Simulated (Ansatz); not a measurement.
Take a crystal in which In has been replaced by Ga on all its sites, with the cell rescaled by a rough guess (in some cases also distorted within its space group) and nothing relaxed:

```
Ga P
1.0
     0.00000    2.75537    2.75537
     2.75537    0.00000    2.75537
     2.75537    2.75537    0.00000
Ga P
1 1
Direct
  0.00000 0.00000 0.00000
  0.50000 0.50000 0.50000
```

The calculation used DFT PBE, scalar-relativistic, plane waves, PAW (Ansatz 0.2.0).

Settings: cutoff 420 eV, Γ-centred mesh 14×14×14 on the computed 2-atom cell, Gaussian smearing of 0.10 eV; no spin polarisation.

(1) What pressure does the cell carry?

(2) Is it a metal on this mesh?

(3) What is its energy against the elements in their standard states?

Answers

(1) The pressure is -10.8 GPa (positive in compression), so the cell would contract.

(2) Yes, a band crosses the Fermi level.

(3) +0.131 eV/atom at this unrelaxed geometry, with the elements in the same functional.

This rock-salt form isn't the usual stable structure of the compound.